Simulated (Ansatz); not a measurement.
**TePb in Ansatz: the effect of functional**

TePb:

```
CELL_PARAMETERS angstrom
0.00000 3.23100 3.23100
3.23100 0.00000 3.23100
3.23100 3.23100 0.00000
ATOMIC_POSITIONS crystal
Pb 0.00000 0.00000 0.00000
Te 0.50000 0.50000 0.50000
```

Alike in all runs:

| Quantity | Value |
| --- | --- |
| Program | Ansatz 0.2.0 |
| Task | single point |
| Potentials or basis | all-electron PAW datasets made for the crystal |
| k mesh | 6 × 6 × 6 |
| Occupations | fermi-dirac, width 0.05 eV |
| Spin | no spin polarisation |

```csv
functional,cutoff,gap on the mesh (eV),pressure (GPa)
PBEsol,240 eV (chosen from the basis error),0.66,-0.4
HSE06,290 eV (chosen from the basis error),1.11,1.2
PBE0,290 eV (chosen from the basis error),?,?
```

What does the run with functional PBE0 give?

gap on the mesh 1.65 eV; pressure 1.2 GPa.

Caveats: spin-orbit coupling is left out, which as a rule narrows the gap of such compounds by several tenths of an eV.

A k mesh can miss the band edges.

The runs don't all hold the same shells in valence.
